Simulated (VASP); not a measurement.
# Ni (Fm-3m) in VASP: further runs

Aim: see how the results for Ni move with the level of theory and the settings. Levels: revPBE+D3, revPBE+D3(BJ), revPBE+D4, PBE. Tasks: relaxation of cell and atoms, single point.

Program: VASP 6.6.1. These are calculated values, not measurements. Logs are shortened: lines on timing, memory, paths and dates and some standing lists are left out, and cuts for length are marked.

### 1 Starting point

Symmetry: Fm-3m, No. 225, cubic system. The conventional cell has a = 3.475 Å, b = 3.475 Å, c = 3.475 Å, α = 90.00°, β = 90.00°, γ = 90.00°. Ni (site symmetry m-3m) is surrounded by 12 Ni at 2.46 Å.

### 2 Relaxation of cell and atoms, revPBE+D3, collinear spin, ferromagnetic start

INCAR reads:

```
SYSTEM = Ni
PREC = Accurate
ENCUT = 600
EDIFF = 1E-6
ISMEAR = -1
SIGMA = 0.05
LREAL = .False.
LASPH = .True.
NELM = 120
ALGO = Normal
ISIF = 3
LWAVE = .False.
LCHARG = .False.
ISPIN = 2
MAGMOM = 1
LORBIT = 11
LMAXMIX = 4
GGA = RE
IVDW = 11
IBRION = 2
NSW = 60
EDIFFG = -0.005
```

KPOINTS reads:

```
regular mesh
0
Gamma
  13 13 13
  0 0 0
```

POSCAR reads:

```
Ni
1.0
    0.0000000000      1.7375729330      1.7375729330
    1.7375729330      0.0000000000      1.7375729330
    1.7375729330      1.7375729330      0.0000000000
Ni
1
Direct
    0.0000000000      0.0000000000      0.0000000000
```

Potentials or basis: VASP PAW PBE potentials, release 64 (Ni).

On the command line:

```console
cat potpaw_PBE.64/Ni/POTCAR > POTCAR
mpirun -np 1 vasp_std > vasp.out
```

OUTCAR:

```text
SYSTEM = Ni
   PREC = Accurate
   ENCUT = 600
   EDIFF = 1E-6
   ISMEAR = -1
   LREAL = .False.
   LASPH = .True.
   NELM = 120
   ISIF = 3
   ISPIN = 2
   LORBIT = 11
   GGA = RE
   IVDW = 11
   IBRION = 2
   NSW = 60
   EDIFFG = -0.005
 IVDW          = 11

 ion  position               nearest neighbor table
   1  0.000  0.000  0.000-

  LATTYP: Found a face centered cubic cell.
 ALAT       =     3.4751458660

  Lattice vectors:

 A1 = (   0.0000000000,   1.7375729330,   1.7375729330)
 A2 = (   1.7375729330,   0.0000000000,   1.7375729330)
 A3 = (   1.7375729330,   1.7375729330,   0.0000000000)

Analysis of symmetry for initial positions (statically):
=====================================================================
 Subroutine PRICEL returns:
 Original cell was already a primitive cell.

 Routine SETGRP: Setting up the symmetry group for a
 face centered cubic supercell.

 Subroutine GETGRP returns: Found 48 space group operations
 (whereof 48 operations were pure point group operations)
 out of a pool of 48 trial point group operations.

The static configuration has the point symmetry O_h .

Analysis of symmetry for dynamics (positions and initial velocities):
=====================================================================
 Subroutine PRICEL returns:
 Original cell was already a primitive cell.

 Routine SETGRP: Setting up the symmetry group for a
 face centered cubic supercell.

 Subroutine GETGRP returns: Found 48 space group operations
 (whereof 48 operations were pure point group operations)
 out of a pool of 48 trial point group operations.

The dynamic configuration has the point symmetry O_h .

Analysis of structural, dynamic, and magnetic symmetry:
=====================================================================
 Subroutine PRICEL returns:
 Original cell was already a primitive cell.

 Routine SETGRP: Setting up the symmetry group for a
 face centered cubic supercell.

 Subroutine GETGRP returns: Found 48 space group operations
 (whereof 48 operations were pure point group operations)
 out of a pool of 48 trial point group operations.

The overall configuration has the point symmetry O_h .

 Subroutine INISYM returns: Found 48 space group operations
 (whereof 48 operations are pure point group operations),
 and found     1 'primitive' translations

----------------------------------------------------------------------------------------

                                     Primitive cell

  volume of cell :      10.4920

  direct lattice vectors                    reciprocal lattice vectors
[... 95 lines left out ...]
   PSTRESS=    0.0 pullay stress
   NELECT =      10.0000    total number of electrons
   NUPDOWN=      -1.0000    fix difference up-down
   EMIN   =  10.00;   EMAX   =-10.00  energy-range for DOS
   EFERMI =   0.00;   METHOD = LEGACY
   ISMEAR =    -1;   SIGMA  =   0.05  broadening in eV -4-tet -1-fermi 0-gaus
   EFERMI_NEDOS =   21; number of points for ismear=-14 and -15
   IALGO  =     38    algorithm
   IMIX   =      4    mixing-type and parameters
     AMIX     =   0.40;   BMIX     =  1.00
     AMIX_MAG =   1.60;   BMIX_MAG =  1.00
  volume/ion in A,a.u.               =      10.49        70.80
  Fermi-wavevector in a.u.,A,eV,Ry     =   1.611097  3.044533 35.315755  2.595635
  Thomas-Fermi vector in A             =   2.706542
   LORBIT       =     11    0 simple, 1 ext, 2 COOP (PROOUT), +10 PAW based schemes
   GGA     = RE    functional components
   LHFCALC =     F    Hartree Fock is set to
   AEXX    =    0.0000 exact exchange contribution
   IVDW    =    11    specifies the selected vdW correction
   LEPSILON=     F    determine dielectric tensor
   LRPA    =     F    only Hartree local field effects (RPA)
 conjugate gradient relaxation of ions
 spin polarized calculation
  energy-cutoff  :      600.00
  volume of cell :       10.49
 maximum number of plane-waves:       365
   NGX =  9   NGY =  9   NGZ =  9

--------------------------------------- Ionic step        1  -------------------------------------------

 number of electron      10.0000000 magnetization       1.0000000

 number of electron       9.9999999 magnetization       0.6236563

 Free energy of the ion-electron system (eV)
  ---------------------------------------------------
  ext. energy  EPLUGINS =         0.00000000
  ---------------------------------------------------
  free energy    TOTEN  =        -5.04836022 eV

  energy without entropy =       -5.03572766  energy(sigma->0) =       -5.04204394

------------------------ aborting loop because EDIFF is reached ----------------------------------------

 Edisp (eV)   -0.70198

 E8    (eV) :    -0.3393
[... 69 lines left out ...]
--------------------------------------- Ionic step        3  -------------------------------------------

 number of electron       9.9999995 magnetization       0.6236051

 Free energy of the ion-electron system (eV)
  ---------------------------------------------------
  ext. energy  EPLUGINS =         0.00000000
  ---------------------------------------------------
  free energy    TOTEN  =        -5.03829342 eV

  energy without entropy =       -5.02585035  energy(sigma->0) =       -5.03207188

 E-fermi :  10.1815     XC(G=0): -13.4508

 val. band max:       10.1743619272   @ k =   0.3846   0.0769   0.0000
 cond. band min:      10.1830655985   @ k =   0.3846   0.3846   0.0000
 fundamental gap:      0.0087036713
 Fermi energy:        10.1815227104

 spin component 1

 k-point     1 :       0.0000    0.0000    0.0000
  band No.  band energies     occupation
      1       0.8377      1.00000
      2       7.6120      1.00000
      3       7.6120      1.00000
      4       7.6120      1.00000
      5       8.8680      1.00000
      6       8.8680      1.00000
      7      34.2726      0.00000
      8      38.5585      0.00000
      9      38.5585      0.00000
     10      38.5585      0.00000
[... 287 lines left out ...]
 k-point    24 :       0.4615    0.1538    0.0000
  band No.  band energies     occupation
      1       5.4433      1.00000
      2       7.1823      1.00000
      3       7.6374      1.00000
      4       8.0449      1.00000
      5       9.6004      0.99999
      6      11.0591      0.00000
      7      18.4281      0.00000
      8      29.4933      0.00000
      9      31.3440      0.00000
     10      33.4977      0.00000

 [... further k-points ...]

 spin component 2

 k-point     1 :       0.0000    0.0000    0.0000
  band No.  band energies     occupation
      1       0.7928      1.00000
      2       8.3743      1.00000
      3       8.3743      1.00000
      4       8.3743      1.00000
      5       9.4559      1.00000
      6       9.4559      1.00000
      7      34.1011      0.00000
      8      38.5197      0.00000
      9      38.5197      0.00000
     10      38.5197      0.00000
[... 331 lines left out ...]
  FREE ENERGIE OF THE ION-ELECTRON SYSTEM (eV)
  ---------------------------------------------------
  free  energy   TOTEN  =        -5.7512258727 eV

  energy  without entropy=       -5.7387828054  energy(sigma->0) =       -5.74500434

 reached required accuracy - stopping structural energy minimisation

 total charge

# of ion       s       p       d       tot
------------------------------------------
    1        0.518   0.541   8.335   9.394

 magnetization (x)

# of ion       s       p       d       tot
------------------------------------------
    1       -0.006  -0.026   0.663   0.631
```

OSZICAR:

```text
N       E                     dE             d eps       ncg     rms          rms(c)
DAV:   1     0.290994047982E+02    0.29099E+02   -0.52386E+03  3418   0.144E+03
DAV:   2    -0.519508476928E+01   -0.34294E+02   -0.32386E+02  3426   0.179E+02
[... 24 lines left out ...]
DAV:   3    -0.503872862569E+01    0.54276E-02   -0.38017E-02  3622   0.298E+00    0.197E-01
DAV:   4    -0.503834726262E+01    0.38136E-03   -0.27207E-04  3836   0.135E-01    0.107E-01
DAV:   5    -0.503828806381E+01    0.59199E-04   -0.14122E-04  4526   0.900E-02    0.213E-02
DAV:   6    -0.503829075709E+01   -0.26933E-05   -0.78937E-07  2400   0.134E-02    0.129E-02
DAV:   7    -0.503829345671E+01   -0.26996E-05   -0.11609E-06  1736   0.181E-02    0.161E-03
DAV:   8    -0.503829341693E+01    0.39773E-07   -0.74197E-08  1688   0.402E-03
   3 F= -.57512259E+01 E0= -.57450043E+01  d E =-.883444E-03  mag=     0.6236
```

Run time: 27 s. Hardware: 1 thread of Intel Xeon 6975P-C (Granite Rapids), shared host; peak memory 0.15 GiB.

Results:

- Free energy: -5.7512 eV
- Relaxed volume: 10.37 Å³/atom
- Relaxed cell: a = 2.448 Å, b = 2.448 Å, c = 2.448 Å, α = 60.00°, β = 60.00°, γ = 60.00°
- Space group after relaxing (to 0.05 Å): Fm-3m (No. 225)
- Energy gained by relaxing: 0.9 meV/atom
- Ionic steps: 3
- Pressure after relaxing: 0.0 GPa
- Band gap on the k mesh: none (metal or under the smearing width)
- Net moment: 0.62 μB per cell
- Site moments: Ni +0.63 μB
- Valence electrons inside the program's atomic spheres: Ni 9.39
- Dispersion energy per atom: -0.713 eV

Step by step:
| step | energy change (eV) | largest force (eV/Å) | pressure (GPa) | volume (Å³) |
| --- | --- | --- | --- | --- |
| 1 | 0.0000 | 0.0000 | -2.31 | 10.49 |
| 2 | -0.0001 | 0.0000 | 2.41 | 10.26 |
| 3 | -0.0009 | 0.0000 | 0.03 | 10.37 |

Final structure:
```
Ni
1.0
     0.00000    1.73100    1.73100
     1.73100    0.00000    1.73100
     1.73100    1.73100    0.00000
Ni
1
Direct
  0.00000 0.00000 0.00000
```

Levels at points of the mesh, in eV from the Fermi level:
Spin up:
| k point | band 2 | band 3 | band 4 | band 5 | band 6 | band 7 | band 8 | band 9 |
| --- | --- | --- | --- | --- | --- | --- | --- | --- |
| (0.00, 0.00, 0.00) | -2.57 | -2.57 | -2.57 | -1.31 | -1.31 | 24.09 | 28.38 | 28.38 |
Spin down:
| k point | band 1 | band 2 | band 3 | band 4 | band 5 | band 6 | band 7 | band 8 | band 9 | band 10 |
| --- | --- | --- | --- | --- | --- | --- | --- | --- | --- | --- |
| (0.00, 0.00, 0.00) | -9.39 | -1.81 | -1.81 | -1.81 | -0.73 | -0.73 | 23.92 | 28.34 | 28.34 | 28.34 |

Caveat: the PAW data sets were made with another functional, which shifts forces and pressure a little; pairwise dispersion overbinds metals, which lowers pressure and volume.

### 3 Relaxation of cell and atoms, revPBE+D3(BJ), collinear spin, ferromagnetic start

INCAR reads:

```
PREC     = Accurate       # precision mode
ENCUT    = 600            # plane-wave cutoff, eV
EDIFF    = 1E-7           # SCF threshold, eV
ISMEAR   = -1             # smearing method
SIGMA    = 0.05           # smearing width, eV
LREAL    = F              # projectors in reciprocal space
LASPH    = T              # aspherical terms in the spheres
NELM     = 120            # most SCF steps
ALGO     = Normal         # electronic algorithm
ISIF     = 3              # what is computed and relaxed
LWAVE    = F              # write WAVECAR
LCHARG   = F              # write CHGCAR
ISPIN    = 2              # spin polarisation
MAGMOM   = 1              # initial moments
LORBIT   = 11             # projections on sites
LMAXMIX  = 4              # l up to which the mixer works
GGA      = RE             # functional
IVDW     = 12             # dispersion correction
IBRION   = 2              # ionic algorithm
NSW      = 60             # ionic steps
EDIFFG   = -0.01          # ionic threshold
```

KPOINTS reads:

```
regular mesh
0
Gamma
  13 13 13
```

POSCAR is that of step 2.

Potentials or basis: VASP PAW PBE potentials, release 64 (Ni).

On the command line:

```console
cat potpaw_PBE.64/Ni/POTCAR > POTCAR
mpirun -np 1 vasp_std > vasp.out
```

Wall time 26 s (1 thread of Intel Xeon 6975P-C (Granite Rapids), shared host); peak memory 0.16 GiB.

Results (log left out):

```
Free energy                                           : -5.9759 eV
Relaxed volume                                        : 10.37 Å³/atom
Relaxed cell                                          : a = 2.448 Å, b = 2.448 Å, c = 2.448 Å, α = 60.00°, β = 60.00°, γ = 60.00°
Space group after relaxing (to 0.05 Å)                : Fm-3m (No. 225)
Energy gained by relaxing                             : 0.9 meV/atom
Ionic steps                                           : 3
Pressure after relaxing                               : 0.0 GPa
Band gap on the k mesh                                : none (metal or under the smearing width)
Net moment                                            : 0.62 μB per cell
Site moments                                          : Ni +0.63 μB
Valence electrons inside the program's atomic spheres : Ni 9.39
Dispersion energy per atom                            : -0.938 eV
```

The path:
| step | energy change (eV) | largest force (eV/Å) | pressure (GPa) | volume (Å³) |
| --- | --- | --- | --- | --- |
| 1 | 0.0000 | 0.0000 | -2.45 | 10.49 |
| 2 | 0.0001 | 0.0000 | 2.76 | 10.25 |
| 3 | -0.0009 | 0.0000 | 0.02 | 10.37 |

Final structure:
```cif
data_structure
_symmetry_space_group_name_H-M 'P 1'
_symmetry_Int_Tables_number 1
_cell_length_a 2.4480
_cell_length_b 2.4480
_cell_length_c 2.4480
_cell_angle_alpha 60.000
_cell_angle_beta 60.000
_cell_angle_gamma 60.000
_cell_volume 10.37
loop_
_atom_site_label
_atom_site_type_symbol
_atom_site_fract_x
_atom_site_fract_y
_atom_site_fract_z
_atom_site_occupancy
Ni1 Ni 0.00000 0.00000 0.00000 1
```

Levels at points of the mesh, in eV from the Fermi level:
Spin up:
```csv
k point,band 2,band 3,band 4,band 5,band 6,band 7,band 8,band 9
"(0.00, 0.00, 0.00)",-2.57,-2.57,-2.57,-1.31,-1.31,24.09,28.38,28.38
```
Spin down:
```
           k point  band 2  band 3  band 4  band 5  band 6  band 7  band 8  band 9
(0.00, 0.00, 0.00)   -1.81   -1.81   -1.81   -0.73   -0.73   23.92   28.34   28.34
```

Caveat: the PAW data sets were made with another functional, which shifts forces and pressure a little; pairwise dispersion overbinds metals, which lowers pressure and volume.

[end of part 1 of 2]
